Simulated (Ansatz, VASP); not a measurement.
# Ge in VASP and in Ansatz

```xyz
2
Lattice="0.0000 2.8374 2.8374 2.8374 0.0000 2.8374 2.8374 2.8374 0.0000" Properties=species:S:1:pos:R:3 pbc="T T T"
Ge    0.0000    0.0000    0.0000
Ge    1.4187    1.4187    1.4187
```

Alike in both runs: task electric field gradients; functional PBE; k mesh 11 × 11 × 11; occupations fermi-dirac, width 0.05 eV; no spin polarisation.

```csv
,VASP,Ansatz
version,VASP 6.6.1,Ansatz 0.2.0
potentials or method,"VASP PAW PBE potentials, release 64 (Ge_d)","PAW with Ansatz's default frozen-core files, scalar-relativistic"
plane-wave cutoff (eV),520,420
valence electrons in the cell,28,28
```

|  | VASP | Ansatz | Ansatz less VASP |
| --- | --- | --- | --- |
| pressure (GPa) | 2.9 | 3.0 | +0.06 |
| Vzz of the field gradient on the site that differs most (V/Å²) | 0.0 | 0.0 | -0.01 |

With one functional, cell and mesh, what is left measures potentials, basis and numerics.
